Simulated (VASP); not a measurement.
# CoO (R-3m) in VASP: further runs

The runs below take CoO through single point, relaxation of cell and atoms, with RPBE, PBE, PBEsol.

All numbers are computed with VASP 6.6.1; they aren't measurements. Logs are shortened: lines on timing, memory, paths and dates and some standing lists are left out, and cuts for length are marked.

## (1) The crystal as given

Symmetry: R-3m, No. 166, trigonal system. Conventional cell: a = 3.011 Å, b = 3.011 Å, c = 7.320 Å, α = 90.00°, β = 90.00°, γ = 120.00°. Around O (site symmetry -3m) lie 6 Co at 2.12 Å. Co (site symmetry -3m) has 6 O at 2.12 Å as nearest neighbours.

The cell is a database's computed one.

## (2) Single point, RPBE, collinear spin, ferromagnetic start

Contents of run.py:

```python
from ase.calculators.vasp import Vasp
from ase.dft.bandgap import bandgap
from ase.spacegroup import crystal

atoms = crystal(
    ['Co', 'O'],
    basis=[[0.0, 0.0, 0.0], [0.3333333333, 0.6666666667, 0.1666666667]],
    spacegroup=166,
    setting=1,
    cellpar=[3.01093909, 3.01093909, 7.31978072, 90.0, 90.0, 120.0],
    primitive_cell=True,
)
atoms.set_initial_magnetic_moments([0.0, 2.0])
calc = Vasp(
    directory='calc',
    xc='rpbe',
    pp='PBE',
    setups={'base': 'minimal', 'O': '_GW', 'Co': '_GW'},
    prec='Accurate',
    encut=550,
    ediff=1e-06,
    ismear=0,
    sigma=0.02,
    lreal=False,
    lasph=True,
    nelm=120,
    algo='Fast',
    isif=2,
    lwave=False,
    lcharg=False,
    ispin=2,
    lorbit=11,
    lmaxmix=4,
    kpts=[11, 11, 11],
    gamma=True,
)
atoms.calc = calc

print('energy (eV):', atoms.get_potential_energy())
print('free energy (eV):', atoms.get_potential_energy(force_consistent=True))
print('forces (eV/A):')
print(atoms.get_forces())
print('stress (eV/A^3, Voigt):', atoms.get_stress())
print('Fermi level (eV):', calc.get_fermi_level())
print('moment (muB):', atoms.get_magnetic_moment())
print('site moments (muB):', atoms.get_magnetic_moments())
gap, top, bottom = bandgap(calc)
print('band gap (eV):', gap, 'from (spin, k, band)', top, 'to', bottom)
```

Potentials or basis: VASP PAW PBE potentials, release 64 (O_GW, Co_GW).

Run with:

```console
> python run.py
```

Log:

```text
energy (eV): -12.21816613
free energy (eV): -12.21856029
forces (eV/A):
[[-0.  0. -0.]
 [ 0. -0.  0.]]
stress (eV/A^3, Voigt): [-0.03494002 -0.03494002 -0.02957086 -0.         -0.         -0.        ]
Fermi level (eV): 5.40368842
moment (muB): 2.9597805
site moments (muB): [0.32  2.584]
band gap (eV): 0.0 from (spin, k, band) (None, None, None) to (None, None, None)
```

OUTCAR:

```text
ENCUT = 550.000000
   EDIFF = 1.00e-06
   GGA = RP
   PREC = Accurate
   ISIF = 2
   ISMEAR = 0
   ISPIN = 2
   LORBIT = 11
   NELM = 120
   LASPH = .TRUE.
   LREAL = .FALSE.

 ion  position               nearest neighbor table
   1  0.500  0.500  0.500-   2 2.12   2 2.12   2 2.12   2 2.12   2 2.12   2 2.12
   2  0.000  0.000  0.000-   1 2.12   1 2.12   1 2.12   1 2.12   1 2.12   1 2.12

  LATTYP: Found a trigonal (rhomboedric) cell.
 ALAT       =     2.9958573694
 COS(alpha) =     0.4949531367

  Lattice vectors:

 A1 = (   1.5054695450,   0.8691832471,   2.4399269067)
 A2 = (  -1.5054695450,   0.8691832471,   2.4399269067)
 A3 = (  -0.0000000000,  -1.7383664941,   2.4399269067)

Analysis of symmetry for initial positions (statically):
=====================================================================
 Subroutine PRICEL returns:
 Original cell was already a primitive cell.

 Routine SETGRP: Setting up the symmetry group for a
 trigonal (rhombohedral) supercell.

 Subroutine GETGRP returns: Found 12 space group operations
 (whereof 12 operations were pure point group operations)
 out of a pool of 12 trial point group operations.

The static configuration has the point symmetry D_3d.

Analysis of symmetry for dynamics (positions and initial velocities):
=====================================================================
 Subroutine PRICEL returns:
 Original cell was already a primitive cell.

 Routine SETGRP: Setting up the symmetry group for a
 trigonal (rhombohedral) supercell.

 Subroutine GETGRP returns: Found 12 space group operations
 (whereof 12 operations were pure point group operations)
 out of a pool of 12 trial point group operations.

The dynamic configuration has the point symmetry D_3d.

Analysis of structural, dynamic, and magnetic symmetry:
=====================================================================
 Subroutine PRICEL returns:
 Original cell was already a primitive cell.

 Routine SETGRP: Setting up the symmetry group for a
 trigonal (rhombohedral) supercell.

 Subroutine GETGRP returns: Found 12 space group operations
 (whereof 12 operations were pure point group operations)
 out of a pool of 12 trial point group operations.

The overall configuration has the point symmetry D_3d.

 Subroutine INISYM returns: Found 12 space group operations
 (whereof 12 operations are pure point group operations),
 and found     1 'primitive' translations

----------------------------------------------------------------------------------------

                                     Primitive cell

  volume of cell :      19.1563

  direct lattice vectors                    reciprocal lattice vectors
     1.505469545  0.869183247  2.439926907     0.332122295  0.191750896  0.136616114
    -1.505469545  0.869183247  2.439926907    -0.332122295  0.191750896  0.136616114
    -0.000000000 -1.738366494  2.439926907     0.000000000 -0.383501793  0.136616114

  length of vectors
     2.995857369  2.995857369  2.995857369     0.407108815  0.407108815  0.407108815

  position of ions in fractional coordinates (direct lattice)
     0.500000000  0.500000000  0.500000000
     0.000000000  0.000000000  0.000000000

  ion indices of the primitive-cell ions
   primitive index   ion index
                 1           1
                 2           2

----------------------------------------------------------------------------------------

[... 116 lines left out ...]
  volume/ion in A,a.u.               =       9.58        64.64
  Fermi-wavevector in a.u.,A,eV,Ry     =   1.508927  2.851458 30.978555  2.276860
  Thomas-Fermi vector in A             =   2.619316
   LORBIT       =     11    0 simple, 1 ext, 2 COOP (PROOUT), +10 PAW based schemes
   GGA     = RP    functional components
   LHFCALC =     F    Hartree Fock is set to
   AEXX    =    0.0000 exact exchange contribution
   IVDW    =     0    specifies the selected vdW correction
   LEPSILON=     F    determine dielectric tensor
   LRPA    =     F    only Hartree local field effects (RPA)
 spin polarized calculation
 RMM-DIIS sequential band-by-band and
 Gauss-broadening in eV      SIGMA  =   0.02
  energy-cutoff  :      550.00
  volume of cell :       19.16
 maximum number of plane-waves:       571
   NGX = 11   NGY = 11   NGZ = 11

 number of electron      15.0000012 magnetization       2.9597805

 Free energy of the ion-electron system (eV)
  ---------------------------------------------------
  ext. energy  EPLUGINS =         0.00000000
  ---------------------------------------------------
  free energy    TOTEN  =       -12.21856029 eV

  energy without entropy =      -12.21777197  energy(sigma->0) =      -12.21816613

 E-fermi :   5.4037     XC(G=0): -12.3497

 val. band max:        5.4033336845   @ k =  -0.3636   0.4545   0.0909
 cond. band min:       5.4063973338   @ k =  -0.1818   0.1818   0.1818
 fundamental gap:      0.0030636493
 Fermi energy:         5.4036884155

 spin component 1

 k-point     1 :       0.0000    0.0000    0.0000
  band No.  band energies     occupation
      1     -14.9611      1.00000
      2       2.0488      1.00000
      3       2.0488      1.00000
      4       2.2222      1.00000
      5       2.2222      1.00000
      6       2.2235      1.00000
      7       2.2235      1.00000
      8       2.2732      1.00000
      9       2.3005      1.00000
     10       6.4729      0.00000
     11      22.3222      0.00000
     12      23.5210      0.00000
[... 573 lines left out ...]
      1     -14.1499      1.00000
      2      -1.5793      1.00000
      3      -0.3388      1.00000
      4       0.0338      1.00000
      5       2.6341      1.00000
      6       2.7222      1.00000
      7       3.2154      1.00000
      8       4.2200      1.00000
      9       5.1043      1.00000
     10      10.1257      0.00000
     11      16.1286      0.00000
     12      19.2658      0.00000

 [... further k-points ...]

 spin component 2

 k-point     1 :       0.0000    0.0000    0.0000
  band No.  band energies     occupation
      1     -14.4423      1.00000
      2       2.8104      1.00000
      3       2.8104      1.00000
      4       2.8645      1.00000
      5       4.2831      1.00000
      6       4.2831      1.00000
      7       4.2832      1.00000
      8       5.5393      0.00000
      9       5.5393      0.00000
     10       7.0062      0.00000
     11      22.1380      0.00000
     12      24.0121      0.00000
[... 573 lines left out ...]
      1     -13.6029      1.00000
      2      -0.9251      1.00000
      3       1.1478      1.00000
      4       1.2277      1.00000
      5       4.8213      1.00000
      6       4.9914      1.00000
      7       5.2730      1.00000
      8       6.8371      0.00000
      9       7.8028      0.00000
     10      10.6826      0.00000
     11      16.6965      0.00000
     12      19.8653      0.00000

 [... further k-points ...]

------------------------ aborting loop because EDIFF is reached ----------------------------------------

  FORCE on cell =-STRESS in cart. coord.  units (eV):
  Direction    XX          YY          ZZ          XY          YZ          ZX
  --------------------------------------------------------------------------------------
  -------------------------------------------------------------------------------------
  Total        0.6693209      0.6693209      0.5664677      0.0000000      0.0000000      0.0000000
  in kB       55.9800895     55.9800895     47.3777409      0.0000000      0.0000000      0.0000000
  external PRESSURE =      53.1126400 kB  Pullay stress =       0.0000000 kB

 VOLUME and BASIS-vectors are now :
 -----------------------------------------------------------------------------
  energy-cutoff  :      550.00
  volume of cell :       19.16
      direct lattice vectors                 reciprocal lattice vectors
     1.505469545  0.869183247  2.439926907     0.332122295  0.191750896  0.136616114
    -1.505469545  0.869183247  2.439926907    -0.332122295  0.191750896  0.136616114
    -0.000000000 -1.738366494  2.439926907     0.000000000 -0.383501793  0.136616114

 POSITION                                       TOTAL-FORCE (eV/Angst)
 -----------------------------------------------------------------------------------
     -0.00000      0.00000      3.65989        -0.000000      0.000000     -0.000000
      0.00000      0.00000      0.00000         0.000000     -0.000000      0.000000
 -----------------------------------------------------------------------------------
    total drift:                                0.000000     -0.000000     -0.000000

  FREE ENERGIE OF THE ION-ELECTRON SYSTEM (eV)
  ---------------------------------------------------
  free  energy   TOTEN  =       -12.2185602950 eV

  energy  without entropy=      -12.2177719678  energy(sigma->0) =      -12.21816613

 total charge

# of ion       s       p       d       f       tot
--------------------------------------------------
    1        1.535   3.395   0.000   0.000   4.930
    2        0.288   0.351   7.096   0.024   7.759
--------------------------------------------------
tot          1.823   3.745   7.096   0.024  12.689

 magnetization (x)

# of ion       s       p       d       f       tot
--------------------------------------------------
    1        0.033   0.288   0.000   0.000   0.320
    2        0.021   0.017   2.544   0.002   2.584
--------------------------------------------------
tot          0.054   0.305   2.544   0.002   2.905
```

INCAR:

```text
ENCUT = 550.000000
SIGMA = 0.020000
EDIFF = 1.00e-06
ALGO = Fast
GGA = RP
PREC = Accurate
ISIF = 2
ISMEAR = 0
ISPIN = 2
LMAXMIX = 4
LORBIT = 11
NELM = 120
LASPH = .TRUE.
LCHARG = .FALSE.
LWAVE = .FALSE.
LREAL = .FALSE.
MAGMOM = 1*0.0000 1*2.0000
```

Wall time 67 s (1 thread of Intel Xeon Platinum 8488C (Sapphire Rapids), shared host); peak memory 0.2 GiB.

Results:

| Quantity | Value |
| --- | --- |
| Free energy | -12.2186 eV |
| Pressure | 5.3 GPa |
| Band gap on the k mesh | none (metal or under the smearing width) |
| Net moment | 2.96 μB per cell |
| Site moments | O +0.32; Co +2.58 μB |
| Valence electrons inside the program's atomic spheres | O 4.93; Co 7.76 |

Caveat: the PAW data sets were made with another functional, which shifts forces and pressure a little; a cell with one magnetic atom can't hold antiferromagnetic order, which such compounds often take; semilocal functionals often make such compounds metallic where correlation or magnetic order opens a gap, which also shifts bond lengths. With open d or f shells a metallic result of RPBE can be an artefact of self-interaction; +U or a hybrid may open a gap.

## (3) Single point, PBE, collinear spin, ferromagnetic start

Contents of INCAR:

```
PREC = Accurate
ENCUT = 520
EDIFF = 1E-6
ISMEAR = -1
SIGMA = 0.05
LREAL = False
LASPH = True
NELM = 150
ALGO = Normal
ISIF = 2
LWAVE = False
LCHARG = False
ISPIN = 2
MAGMOM = 3.5 0
LORBIT = 11
LMAXMIX = 4
GGA = PE
```

Contents of KPOINTS:

```
regular mesh
0
Gamma
  11 11 11
```

Contents of POSCAR:

```
CoO
1.0
    1.5054695445      0.8691832468      2.4399269062
   -1.5054695445      0.8691832468      2.4399269062
    0.0000000000     -1.7383664936      2.4399269062
Co O
1 1
Direct
    0.0000000000      0.0000000000      0.0000000000
    0.5000000000      0.5000000000      0.5000000000
```

Potentials or basis: VASP PAW PBE potentials, release 64 (Co, O).

Run with:

```console
> cat potpaw_PBE.64/Co/POTCAR potpaw_PBE.64/O/POTCAR > POTCAR
> mpirun -np 1 vasp_std > vasp.out
```

Run time: 41 s. Hardware: 1 thread of Intel Xeon 6975P-C (Granite Rapids), shared host; peak memory 0.18 GiB.

It converged, with:

| Item | Value |
| --- | --- |
| Free energy | -13.0642 eV |
| Pressure | -0.8 GPa |
| Band gap on the k mesh | none (metal or under the smearing width) |
| Net moment | 2.87 μB per cell |
| Site moments | Co +2.54; O +0.29 μB |
| Valence electrons inside the program's atomic spheres | Co 7.81; O 4.98 |

Stress tensor (GPa, compression positive):
```
-0.67  0.00  0.00
 0.00 -0.67  0.00
 0.00  0.00 -1.07
```

Levels at points of the mesh, in eV from the Fermi level:
Spin up:
| k point | band 5 | band 6 | band 7 | band 8 | band 9 | band 10 | band 11 | band 12 | band 13 |
| --- | --- | --- | --- | --- | --- | --- | --- | --- | --- |
| (0.00, 0.00, 0.00) | -3.16 | -3.12 | -3.07 | -3.07 | -3.02 | 1.05 | 16.89 | 18.14 | 18.14 |
Spin down:
```
           k point  band 4  band 5  band 6  band 7  band 8  band 9
(0.00, 0.00, 0.00)   -2.57   -1.12   -1.12   -1.10    0.06    0.06
```

Caveat: a cell with one magnetic atom can't hold antiferromagnetic order, which such compounds often take; semilocal functionals often make such compounds metallic where correlation or magnetic order opens a gap, which also shifts bond lengths. With open d or f shells a metallic result of PBE can be an artefact of self-interaction; +U or a hybrid may open a gap.

[end of part 1 of 2]
